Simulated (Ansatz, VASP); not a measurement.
Si: programs and potentials compared

The starting cell:

```
Si
1.0
     0.00000    2.72185    2.72185
     2.72185    0.00000    2.72185
     2.72185    2.72185    0.00000
Si
2
Direct
  0.50000 0.50000 0.50000
  0.75000 0.75000 0.75000
```

Alike in all runs: task relaxation of cell and atoms; functional RPBE; dispersion D4; k mesh 8 × 8 × 8; occupations fermi-dirac, width 0.05 eV; no spin polarisation; no spin-orbit coupling.

```tsv
program and potentials	plane-wave cutoff (eV)	notes	equilibrium volume (Å³/atom)
Ansatz, Ansatz PAW	420	potentials made for PBE, which Ansatz adapts in part	19.54
Ansatz, all-electron LAPW, scalar-relativistic	-	-	19.53
VASP, PBE PAW files Si, 600 eV	600	potentials made for PBE	19.49
```

The equilibrium volume spans 19.49 (VASP, PBE PAW files Si, 600 eV) to 19.54 Å³/atom (Ansatz, Ansatz PAW), with all-electron results at 19.53. Some sets were made for another functional than the one run, which can shift their rows. Relaxations stop with a little pressure left, so the last digit of a volume isn't settled.

Differences between rows come from potentials, basis sets and numerical settings, since the functional is the same but for its coding. Runs on potential files found faulty are left out.
